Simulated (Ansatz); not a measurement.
Input and output of a field-response calculation (clamped ions) on CdSe (F-43m) from a database structure (the plane-wave code Ansatz, r2SCAN). The cell was relaxed beforehand with r2SCAN.

Input (YAML):
```yaml
crystal:
  lattice:
    - [0.0, 3.0678017005, 3.0678017005]
    - [3.0678017005, 0.0, 3.0678017005]
    - [3.0678017005, 3.0678017005, 0.0]
  atoms:
    - { symbol: Cd, position: [0.0, 0.0, 0.0] }
    - { symbol: Se, position: [0.75, 0.75, 0.75] }
kpoints:
  mp_grid: { grid: [6, 6, 6] }
hamiltonian:
  xc: r2scan
scf:
  occupations: { method: fixed }
dielectric: {}
```

Run as `ansatz run input.yaml --threads 2 --pin off --max-ram 29491MiB --backend cpu --events-out ev --progress --plain --runs-dir out`.

Question: What wall time did it need on 2 threads of AMD EPYC 7R13 Processor (Zen 3), on a shared host, load about 2.1 per core, and how much host memory at the peak?

Answer: About 62 s, with a peak of 1.1 GiB.

Question: Predict the output.

Answer: Abridged output:
```
Functional definition: r2SCAN
Crystal: 2 atoms, lattice volume = 57.745 Å³
Basis set: ecut = 500 eV, 1459 PW (Γ)
Bands: 22, of which v1, the nominal top of the filled ones, is band 18 counted from 1 (17 counted from 0)
Symmetry: 24 space group operations
k-points: 46 of 216 (irreducible under 4 space group operations, time reversal used)
preconditioner: auto → none  [insulator: Δε(μ)=1.043 eV  ℏωp=20.7 eV]
SCF converged after 8 iterations
Free energy (F): -13747.833279 eV
Fermi energy:    6.808478 eV
--- Dielectric response (ions clamped): 3 representative field directions + reference, inside a basis on a mesh of 512 k-points ---
  ε∞ (high-frequency dielectric tensor):
        6.565379     0.000000     0.000000
        0.000000     6.565379     0.000000
        0.000000     0.000000     6.565379
  Born effective charges Z* (e; rows j = field, columns β = displacement):
    site 0:
         2.26138    0.00000    0.00000
         0.00000    2.26138    0.00000
         0.00000    0.00000    2.26138
    site 1:
        -2.26138    0.00000    0.00000
         0.00000   -2.26138    0.00000
         0.00000    0.00000   -2.26138
  ε∞ is read to err by 2.0e-2, Z* by 2.2e-2 e
```
Iteration counts and the last digits belong to this one run.

ε∞: 6.57 in all directions. Born charges, averaged over directions: Cd +2.26, Se -2.26 e.

The values are computed, spin-unpolarised, and not measurements.
